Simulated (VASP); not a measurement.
# Si2W (I4/mmm) in VASP: further runs

Aim: see how the results for Si2W move with the level of theory and the settings. Levels: PBE, LDA, r2SCAN. Tasks: band structure.

Program: VASP 6.6.1. These are calculated values, not measurements. Logs are shortened: lines on timing, memory, paths and dates and some standing lists are left out, and cuts for length are marked.

### Step 1. The structure

It takes space group I4/mmm (No. 139, tetragonal). The conventional cell has a = 3.204 Å, b = 3.204 Å, c = 7.819 Å, α = 90.00°, β = 90.00°, γ = 90.00°. Si (site symmetry 4mm) has 5 Si at 2.59 to 2.62 Å and 5 W at 2.61 to 2.62 Å as nearest neighbours. Around W (site symmetry 4/mmm) lie 10 Si at 2.61 to 2.62 Å.

### Step 2. Band structure, PBE

File INCAR:

```
SYSTEM = Si2W
  ALGO = Normal
  EDIFF = 1E-6
  ENCUT = 520
  GGA = PE
  ISIF = 2
  ISMEAR = 1
  LASPH = .TRUE.
  LCHARG = .FALSE.
  LMAXMIX = 4
  LREAL = .FALSE.
  LWAVE = .FALSE.
  NELM = 80
  PREC = Accurate
  SIGMA = 0.1
```

File KPOINTS:

```
k-points
0
G
  16 16 16
  0 0 0
```

File POSCAR:

```
Si2W                                    
1.0
   -1.6021137919      1.6021137919      3.9095849750
    1.6021137919     -1.6021137919      3.9095849750
    1.6021137919      1.6021137919     -3.9095849750
  Si              W             
     2     1
Direct
     0.3344596783827676    0.3344596783827676    0.0000000000000000
     0.6655403216172323    0.6655403216172323    0.0000000000000000
     0.0000000000000000    0.0000000000000000    0.0000000000000000
```

File KPOINTS_OPT:

```
explicit points
243
Reciprocal
 0.0000000000  0.0000000000  0.0000000000 1
 0.0000000000  0.0000000000  0.0357142857 1
 0.0000000000  0.0000000000  0.0714285714 1
 0.0000000000  0.0000000000  0.1071428571 1
 0.0000000000  0.0000000000  0.1428571429 1
 0.0000000000  0.0000000000  0.1785714286 1
[... 235 lines left out ...]
 0.0218079300  0.0218079300  0.4781920700 1
-0.0218079300 -0.0218079300  0.5218079300 1
```

Potentials or basis: VASP PAW PBE potentials, release 64 (Si, W_sv).

Command:

```bash
$ cat potpaw_PBE.64/Si/POTCAR potpaw_PBE.64/W_sv/POTCAR > POTCAR
$ mpirun -np 1 vasp_std > vasp.out
```

OUTCAR:

```text
SYSTEM = Si2W
   EDIFF = 1E-6
   ENCUT = 520
   GGA = PE
   ISIF = 2
   ISMEAR = 1
   LASPH = .TRUE.
   LREAL = .FALSE.
   NELM = 80
   PREC = Accurate

 ion  position               nearest neighbor table
   1  0.334  0.334  0.000-   2 2.59   3 2.61   3 2.61   3 2.61   3 2.61   3 2.62   2 2.62   2 2.62
                             2 2.62   2 2.62
   2  0.666  0.666  0.000-   1 2.59   3 2.61   3 2.61   3 2.61   3 2.61   3 2.62   1 2.62   1 2.62
                             1 2.62   1 2.62
   3  0.000  0.000  0.000-   2 2.61   2 2.61   2 2.61   1 2.61   2 2.61   1 2.61   1 2.61   1 2.61
                             1 2.62   2 2.62

  LATTYP: Found a body centered tetragonal cell.
 ALAT       =     3.2042275838
 C/A-ratio  =     2.4402667244

  Lattice vectors:

 A1 = (  -1.6021137919,   1.6021137919,   3.9095849750)
 A2 = (   1.6021137919,  -1.6021137919,   3.9095849750)
 A3 = (   1.6021137919,   1.6021137919,  -3.9095849750)

Analysis of symmetry for initial positions (statically):
=====================================================================
 Subroutine PRICEL returns:
 Original cell was already a primitive cell.

 Routine SETGRP: Setting up the symmetry group for a
 body centered tetragonal supercell.

 Subroutine GETGRP returns: Found 16 space group operations
 (whereof 16 operations were pure point group operations)
 out of a pool of 16 trial point group operations.

The static configuration has the point symmetry D_4h.

Analysis of symmetry for dynamics (positions and initial velocities):
=====================================================================
 Subroutine PRICEL returns:
 Original cell was already a primitive cell.

 Routine SETGRP: Setting up the symmetry group for a
 body centered tetragonal supercell.

 Subroutine GETGRP returns: Found 16 space group operations
 (whereof 16 operations were pure point group operations)
 out of a pool of 16 trial point group operations.

The dynamic configuration has the point symmetry D_4h.

 Subroutine INISYM returns: Found 16 space group operations
 (whereof 16 operations are pure point group operations),
 and found     1 'primitive' translations

----------------------------------------------------------------------------------------

                                     Primitive cell

  volume of cell :      40.1400

  direct lattice vectors                    reciprocal lattice vectors
    -1.602113792  1.602113792  3.909584975     0.000000000  0.312087695  0.127890813
     1.602113792 -1.602113792  3.909584975     0.312087695  0.000000000  0.127890813
     1.602113792  1.602113792 -3.909584975     0.312087695  0.312087695  0.000000000

  length of vectors
     4.518671473  4.518671473  4.518671473     0.337275539  0.337275539  0.441358651

  position of ions in fractional coordinates (direct lattice)
     0.334459678  0.334459678  0.000000000
     0.665540322  0.665540322  0.000000000
     0.000000000  0.000000000  0.000000000

  ion indices of the primitive-cell ions
   primitive index   ion index
                 1           1
                 2           2
                 3           3

----------------------------------------------------------------------------------------

 KPOINTS: k-points

Automatic generation of k-mesh.
 Grid dimensions read from file:
 generate k-points for:   16   16   16

 Generating k-lattice:

  Cartesian coordinates                     Fractional coordinates (reciprocal lattice)
     0.000000000  0.019505481  0.007993176     0.062500000  0.000000000  0.000000000
     0.019505481  0.000000000  0.007993176     0.000000000  0.062500000  0.000000000
     0.019505481  0.019505481  0.000000000     0.000000000  0.000000000  0.062500000

  Length of vectors
     0.021079721  0.021079721  0.027584916

  Shift w.r.t. Gamma in fractional coordinates (k-lattice)
     0.000000000  0.000000000  0.000000000

 Subroutine IBZKPT returns following result:
 ===========================================

 Found    349 irreducible k-points:

 Following reciprocal coordinates:
[... 44 lines left out ...]
  ---------------------------------------------------
  ext. energy  EPLUGINS =         0.00000000
  ---------------------------------------------------
  free energy    TOTEN  =       -24.80089343 eV

  energy without entropy =      -24.80090846  energy(sigma->0) =      -24.80089844

 E-fermi :  12.0633     XC(G=0): -12.5639

 val. band max:       12.0589639093   @ k =  -0.0625   0.0625   0.0000
 cond. band min:      12.0662626538   @ k =   0.0625   0.0625  -0.0000
 fundamental gap:      0.0072987445
 Fermi energy:        12.0633226623

 k-point     1 :       0.0000    0.0000    0.0000
  band No.  band energies     occupation
      1     -61.7687      2.00000
      2     -26.0375      2.00000
      3     -26.0122      2.00000
      4     -26.0122      2.00000
      5      -2.0754      2.00000
      6       5.1651      2.00000
      7       8.3145      2.00000
      8       8.7125      2.00000
      9       9.2071      2.00000
     10       9.2071      2.00000
     11      12.6994     -0.00000
     12      14.8585      0.00000
     13      14.9674      0.00000
     14      15.1779      0.00000
     15      15.1779      0.00000

 k-point     2 :       0.0625    0.0000   -0.0000
  band No.  band energies     occupation
      1     -61.7684      2.00000
      2     -26.0369      2.00000
      3     -26.0209      2.00000
      4     -26.0114      2.00000
      5      -2.0001      2.00000
      6       5.1725      2.00000
      7       8.0670      2.00000
      8       8.7158      2.00000
      9       9.2577      2.00000
     10       9.3109      2.00000
     11      12.3852     -0.00005
     12      14.6444      0.00000
     13      14.8952      0.00000
     14      15.1997      0.00000
     15      15.5380      0.00000
[... 365 lines left out ...]
      3     -26.0337      2.00000
      4     -26.0177      2.00000
      5      -1.7467      2.00000
      6       5.3910      2.00000
      7       7.4372      2.00000
      8       8.6695      2.00000
      9       8.8368      2.00000
     10       9.8872      2.00000
     11      11.4233      2.00000
     12      14.4217      0.00000
     13      14.7157      0.00000
     14      15.8274      0.00000
     15      16.1272      0.00000

 k-point    24 :      -0.0625    0.0625    0.0000
  band No.  band energies     occupation
      1     -61.7681      2.00000
      2     -26.0359      2.00000
      3     -26.0206      2.00000
      4     -26.0195      2.00000
      5      -1.9475      2.00000
      6       5.2820      2.00000
      7       7.8889      2.00000
      8       8.7416      2.00000
      9       8.8754      2.00000
     10       9.6507      2.00000
     11      12.0590      1.07370
     12      14.6768      0.00000
     13      15.2742      0.00000
     14      15.3099      0.00000
     15      15.3587      0.00000

 [... further k-points ...]

------------------------ aborting loop because EDIFF is reached ----------------------------------------

  FORCE on cell =-STRESS in cart. coord.  units (eV):
  Direction    XX          YY          ZZ          XY          YZ          ZX
  --------------------------------------------------------------------------------------
  -------------------------------------------------------------------------------------
  Total        1.2627725      1.2627725      1.2569337      0.0000000      0.0000000     -0.0000000
  in kB       50.4032241     50.4032241     50.1701723      0.0000000      0.0000000     -0.0000000
  external PRESSURE =      50.3255402 kB  Pullay stress =       0.0000000 kB

 VOLUME and BASIS-vectors are now :
 -----------------------------------------------------------------------------
  energy-cutoff  :      520.00
  volume of cell :       40.14
      direct lattice vectors                 reciprocal lattice vectors
    -1.602113792  1.602113792  3.909584975     0.000000000  0.312087695  0.127890813
     1.602113792 -1.602113792  3.909584975     0.312087695  0.000000000  0.127890813
     1.602113792  1.602113792 -3.909584975     0.312087695  0.312087695  0.000000000

 POSITION                                       TOTAL-FORCE (eV/Angst)
 -----------------------------------------------------------------------------------
      0.00000      0.00000      2.61520        -0.000000     -0.000000     -0.054476
      0.00000      0.00000      5.20397         0.000000      0.000000      0.054476
      0.00000      0.00000      0.00000         0.000000      0.000000      0.000000
 -----------------------------------------------------------------------------------
    total drift:                                0.000000     -0.000000     -0.000000

  FREE ENERGIE OF THE ION-ELECTRON SYSTEM (eV)
  ---------------------------------------------------
  free  energy   TOTEN  =       -24.8008934282 eV

  energy  without entropy=      -24.8009084631  energy(sigma->0) =      -24.80089844
```

It took 2.2 min on 1 thread of Intel Xeon 6975P-C (Granite Rapids), shared host; peak memory 0.44 GiB.

Results:

```yaml
Free_energy: -24.8009 eV
Pressure: 5.0 GPa
Largest_force: 0.054 eV/Å
Band_gap_along_the_path: none (metal or under the smearing width)
```

Forces in eV/Å, atoms in the order of the input:
```
Si   0.000  0.000 -0.054
Si   0.000  0.000  0.054
W    0.000  0.000  0.000
```

Levels at the corners of the path, in eV from the Fermi level:
| point | band 8 | band 9 | band 10 | band 11 | band 12 | band 13 | band 14 | band 15 |
| --- | --- | --- | --- | --- | --- | --- | --- | --- |
| Γ | -3.35 | -2.86 | -2.86 | 0.64 | 2.80 | 2.90 | 3.11 | 3.11 |
| X | -5.49 | -5.04 | -3.29 | -1.75 | 2.81 | 3.02 | 3.18 | 3.92 |
| X | -5.49 | -5.04 | -3.29 | -1.75 | 2.81 | 3.02 | 3.18 | 3.92 |
| Y | -5.16 | -4.09 | -3.15 | -2.31 | 1.98 | 2.16 | 3.08 | 5.17 |
| Y | -5.16 | -4.09 | -3.15 | -2.31 | 1.98 | 2.16 | 3.08 | 5.17 |
| S | -3.07 | -2.70 | -2.50 | -0.32 | 1.79 | 2.55 | 3.55 | 4.43 |
| S | -3.07 | -2.70 | -2.50 | -0.32 | 1.79 | 2.55 | 3.55 | 4.43 |
| Γ | -3.35 | -2.86 | -2.86 | 0.64 | 2.80 | 2.90 | 3.11 | 3.11 |
| Γ | -3.35 | -2.86 | -2.86 | 0.64 | 2.80 | 2.90 | 3.11 | 3.11 |
| Z | -2.60 | -0.84 | -0.84 | -0.50 | -0.50 | 0.82 | 4.51 | 4.98 |
| Z | -2.60 | -0.84 | -0.84 | -0.50 | -0.50 | 0.82 | 4.51 | 4.98 |
| S1 | -3.07 | -2.70 | -2.50 | -0.32 | 1.79 | 2.55 | 3.55 | 4.43 |
| S1 | -3.07 | -2.70 | -2.50 | -0.32 | 1.79 | 2.55 | 3.55 | 4.43 |
| N | -4.88 | -2.80 | -2.79 | -0.44 | 2.76 | 2.80 | 3.96 | 4.48 |
| N | -4.88 | -2.80 | -2.79 | -0.44 | 2.76 | 2.80 | 3.96 | 4.48 |
| P | -6.63 | -3.04 | -2.44 | -2.44 | 0.09 | 3.02 | 3.69 | 4.11 |
| P | -6.63 | -3.04 | -2.44 | -2.44 | 0.09 | 3.02 | 3.69 | 4.11 |
| Y1 | -5.16 | -4.09 | -3.15 | -2.31 | 1.98 | 2.16 | 3.08 | 5.17 |
| Y1 | -5.16 | -4.09 | -3.15 | -2.31 | 1.98 | 2.16 | 3.08 | 5.17 |
| Z | -2.60 | -0.84 | -0.84 | -0.50 | -0.50 | 0.82 | 4.51 | 4.98 |
| X | -5.49 | -5.04 | -3.29 | -1.75 | 2.81 | 3.02 | 3.18 | 3.92 |
| P | -6.63 | -3.04 | -2.44 | -2.44 | 0.09 | 3.02 | 3.69 | 4.11 |

Caveat: spin-orbit coupling is left out, which moves the levels of the heavy elements.

### Step 3. Band structure, LDA

INCAR, as its differences from that of step 2:

```diff
@@ -4,3 +4,2 @@
   ENCUT = 520
-  GGA = PE
   ISIF = 2
```

KPOINTS is that of step 2.

POSCAR is that of step 2.

KPOINTS_OPT is that of step 2.

Potentials or basis: VASP PAW LDA potentials, release 64 (Si, W_sv).

Command:

```bash
$ cat potpaw_LDA.64/Si/POTCAR potpaw_LDA.64/W_sv/POTCAR > POTCAR
$ mpirun -np 1 vasp_std > vasp.out
```

It took 2.3 min on 1 thread of Intel Xeon 6975P-C (Granite Rapids), shared host; peak memory 0.43 GiB.

The run converged. Its results:

```yaml
Free_energy: -27.3501 eV
Pressure: -3.5 GPa
Largest_force: 0.061 eV/Å
Band_gap_along_the_path: none (metal or under the smearing width)
```

Forces in eV/Å, atoms in the order of the input:
```
Si   0.000  0.000  0.061
Si   0.000  0.000 -0.061
W    0.000  0.000  0.000
```

Stress tensor (GPa, compression positive):
```
-3.32  0.00  0.00
 0.00 -3.32  0.00
 0.00  0.00 -3.85
```

Levels at the corners of the path, in eV from the Fermi level:
```
point  band 8  band 9  band 10  band 11  band 12  band 13  band 14  band 15
    Γ   -3.36   -2.84    -2.84     0.63     2.80     3.00     3.16     3.16
    X   -5.46   -5.00    -3.26    -1.64     2.83     2.95     3.13     3.91
    X   -5.46   -5.00    -3.26    -1.64     2.83     2.95     3.13     3.91
    Y   -5.10   -4.06    -3.13    -2.24     1.99     2.13     3.03     5.17
    Y   -5.10   -4.06    -3.13    -2.24     1.99     2.13     3.03     5.17
    S   -3.06   -2.68    -2.46    -0.32     1.79     2.56     3.58     4.41
    S   -3.06   -2.68    -2.46    -0.32     1.79     2.56     3.58     4.41
    Γ   -3.36   -2.84    -2.84     0.63     2.80     3.00     3.16     3.16
    Γ   -3.36   -2.84    -2.84     0.63     2.80     3.00     3.16     3.16
    Z   -2.59   -0.78    -0.78    -0.51    -0.51     0.80     4.49     4.88
    Z   -2.59   -0.78    -0.78    -0.51    -0.51     0.80     4.49     4.88
   S1   -3.06   -2.68    -2.46    -0.32     1.79     2.56     3.58     4.41
   S1   -3.06   -2.68    -2.46    -0.32     1.79     2.56     3.58     4.41
    N   -4.78   -2.79    -2.78    -0.44     2.69     2.82     3.98     4.43
    N   -4.78   -2.79    -2.78    -0.44     2.69     2.82     3.98     4.43
    P   -6.56   -2.98    -2.37    -2.37     0.08     2.95     3.67     4.16
    P   -6.56   -2.98    -2.37    -2.37     0.08     2.95     3.67     4.16
   Y1   -5.10   -4.06    -3.13    -2.24     1.99     2.13     3.03     5.17
   Y1   -5.10   -4.06    -3.13    -2.24     1.99     2.13     3.03     5.17
    Z   -2.59   -0.78    -0.78    -0.51    -0.51     0.80     4.49     4.88
    X   -5.46   -5.00    -3.26    -1.64     2.83     2.95     3.13     3.91
    P   -6.56   -2.98    -2.37    -2.37     0.08     2.95     3.67     4.16
```

Caveat: spin-orbit coupling is left out, which moves the levels of the heavy elements.

### Step 4. Band structure, r2SCAN

INCAR, as its differences from that of step 3:

```diff
@@ -9,4 +9,6 @@
   LMAXMIX = 4
+  LMIXTAU = .TRUE.
   LREAL = .FALSE.
   LWAVE = .FALSE.
+  METAGGA = R2SCAN
   NELM = 80
```

KPOINTS is that of step 3.

POSCAR is that of step 3.

KPOINTS_OPT is that of step 3.

Potentials or basis: VASP PAW PBE potentials, release 64 (Si, W_sv).

Command:

```bash
$ cat potpaw_PBE.64/Si/POTCAR potpaw_PBE.64/W_sv/POTCAR > POTCAR
$ mpirun -np 1 vasp_std > vasp.out
```

It took 15 min on 1 thread of Intel Xeon 6975P-C (Granite Rapids), shared host; peak memory 0.45 GiB.

Results (log left out):

```yaml
Free_energy: -69.8141 eV
Pressure: 0.7 GPa
Largest_force: 0.044 eV/Å
Band_gap_along_the_path: none (metal or under the smearing width)
```

Forces on the atoms (eV/Å):
```
Si   0.000  0.000  0.044
Si   0.000  0.000 -0.044
W    0.000  0.000  0.000
```

Stress tensor (GPa, compression positive):
```
 1.36  0.00  0.00
 0.00  1.36  0.00
 0.00  0.00 -0.65
```

Levels at the corners of the path, in eV from the Fermi level:
```tsv
point	band 9	band 10	band 11	band 12	band 13	band 14
Γ	-3.05	-3.05	0.63	3.07	3.14	3.25
X	-5.34	-3.50	-1.98	3.02	3.33	3.46
X	-5.34	-3.50	-1.98	3.02	3.33	3.46
Y	-4.27	-3.35	-2.51	2.15	2.39	3.34
Y	-4.27	-3.35	-2.51	2.15	2.39	3.34
S	-2.88	-2.67	-0.37	1.95	2.79	3.69
S	-2.88	-2.67	-0.37	1.95	2.79	3.69
Γ	-3.05	-3.05	0.63	3.07	3.14	3.25
Γ	-3.05	-3.05	0.63	3.07	3.14	3.25
Z	-0.94	-0.94	-0.54	-0.54	0.82	4.85
Z	-0.94	-0.94	-0.54	-0.54	0.82	4.85
S1	-2.88	-2.67	-0.37	1.95	2.79	3.69
S1	-2.88	-2.67	-0.37	1.95	2.79	3.69
N	-2.99	-2.90	-0.49	2.95	3.04	4.18
N	-2.99	-2.90	-0.49	2.95	3.04	4.18
P	-3.25	-2.66	-2.66	0.26	3.33	4.02
P	-3.25	-2.66	-2.66	0.26	3.33	4.02
Y1	-4.27	-3.35	-2.51	2.15	2.39	3.34
Y1	-4.27	-3.35	-2.51	2.15	2.39	3.34
Z	-0.94	-0.94	-0.54	-0.54	0.82	4.85
X	-5.34	-3.50	-1.98	3.02	3.33	3.46
P	-3.25	-2.66	-2.66	0.26	3.33	4.02
```

Caveat: the PAW data sets were made with another functional, which shifts forces and pressure a little; spin-orbit coupling is left out, which moves the levels of the heavy elements.

### Step 5. Band structure, PBE, spin-orbit coupling, no magnetisation

File INCAR:

```
SYSTEM = Si2W
  ALGO = Normal
  EDIFF = 1E-6
  ENCUT = 520
  GGA = PE
  GGA_COMPAT = .FALSE.
  ISIF = 2
  ISMEAR = 1
  LASPH = .TRUE.
  LCHARG = .FALSE.
  LMAXMIX = 4
  LORBIT = 11
  LREAL = .FALSE.
  LSORBIT = .TRUE.
  LWAVE = .FALSE.
  MAGMOM = 0 0 0 0 0 0 0 0 0
  NELM = 80
  PREC = Accurate
  SIGMA = 0.1
```

File KPOINTS:

```
k-points
0
G
  10 10 10
  0 0 0
```

POSCAR is that of step 4.

KPOINTS_OPT is that of step 4.

Command:

```bash
$ cat potpaw_PBE.64/Si/POTCAR potpaw_PBE.64/W_sv/POTCAR > POTCAR
$ mpirun -np 1 vasp_ncl > vasp.out
```

Wall time 6.7 min (1 thread of Intel Xeon 6975P-C (Granite Rapids), shared host); peak memory 0.51 GiB.

Results (log left out):

```yaml
Free_energy: -25.5764 eV
Pressure: 5.3 GPa
Largest_force: 0.020 eV/Å
Valence_electrons_inside_the_program's_atomic_spheres: Si 1.63; W 12.25
```

Forces on the atoms (eV/Å):
```
Si   0.000  0.000 -0.020
Si   0.000  0.000  0.020
W    0.000  0.000  0.000
```

Stress tensor (GPa, compression positive):
```
5.48 0.00 0.00
0.00 5.48 0.00
0.00 0.00 5.09
```

### Step 6. The runs side by side

```csv
level,potentials or basis,spin,k mesh,pressure (GPa),largest force (eV/Å)
PBE,"VASP PAW PBE potentials, release 64 (Si, W_sv)",off,16 × 16 × 16,5.0,0.05
LDA,"VASP PAW LDA potentials, release 64 (Si, W_sv)",off,16 × 16 × 16,-3.5,0.06
r2SCAN,"VASP PAW PBE potentials, release 64 (Si, W_sv)",off,16 × 16 × 16,0.7,0.04
PBE,"VASP PAW PBE potentials, release 64 (Si, W_sv)","SOC, no magnetisation",10 × 10 × 10,5.3,0.02
```

Alike in all rows: task band structure; cell as given; cutoff (eV) 520; smearing methfessel-paxton 0.1 eV.

Caveats: spin-orbit coupling is left out, which moves the levels of the heavy elements (some runs); the PAW data sets were made with another functional, which shifts forces and pressure a little (some runs).

Absolute energies hang on the potentials; compare differences alone.
